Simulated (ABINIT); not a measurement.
Input of an ABINIT 10.8.3 (patched build) run:

File run.abi:

```
# Pseudopotentials
pp_dirpath "./"
pseudos "Mo.upf, S.upf"

# Structure
acell 3*1.0 Angstrom
rprim
     3.1690000000     0.0000000000     0.0000000000
    -1.5845000000     2.7444345046     0.0000000000
     0.0000000000     0.0000000000    12.3240000000
ntypat 2
znucl 42 16
natom 6
typat 1 1 2 2 2 2
xred
     0.6666666667     0.3333333333     0.7500000000
     0.3333333333     0.6666666667     0.2500000000
     0.6666666667     0.3333333333     0.3770000000
     0.3333333333     0.6666666667     0.8770000000
     0.6666666667     0.3333333333     0.1230000000
     0.3333333333     0.6666666667     0.6230000000

# Plane-wave basis
ecut 36.0

# k points
kptopt 1
ngkpt 8 8 2
nshiftk 1
shiftk 0.0 0.0 0.0

# Exchange and correlation
ixc 11

# Bands and occupations
nband 32
occopt 3
tsmear 0.05 eV

# SCF cycle
nstep 100
tolvrs 1.0e-10

# Output
iomode 3
prtwf 0
prtden 0
prteig 0
prtebands 0
```

Potentials or basis: PseudoDojo NC SR PBE v0.5 standard.

Launch:

```bash
$ mpirun --bind-to none -np 4 abinit run.abi > log 2>&1
```

What does it give for the largest force?

0.056 eV/Å.

Predict the band gap on the k mesh.

0.98 eV, indirect (least direct gap 1.93 eV).

Forces on the atoms (eV/Å):
```
Mo   0.000  0.000  0.000
Mo   0.000  0.000  0.000
S    0.000  0.000 -0.056
S    0.000  0.000 -0.056
S    0.000  0.000  0.056
S    0.000  0.000  0.056
```

**The experiment to reproduce.**

From “Multiwavelength excitation Raman Scattering Analysis of bulk and 2 dimensional MoS2: Vibrational properties of atomically thin MoS2 layers”, 2015, arxiv:1506.03228, for a bulk crystal of MoS2 at 300 K: band gap 1.3 eV (indirect).

Against the measured gap of MoS2, 1.3 eV (indirect; 300 K; “Multiwavelength excitation Raman Scattering Analysis of bulk and 2 dimensional MoS2: Vibrational properties of atomically thin MoS2 layers”, 2015, arxiv:1506.03228), the calculated 0.98 eV is off by -0.32 eV. Spin-orbit coupling on Mo is left out. The value is that of PBE on a finite k mesh, which can miss the band edges, without temperature or zero-point motion. Semilocal functionals fall short of measured gaps as a rule.
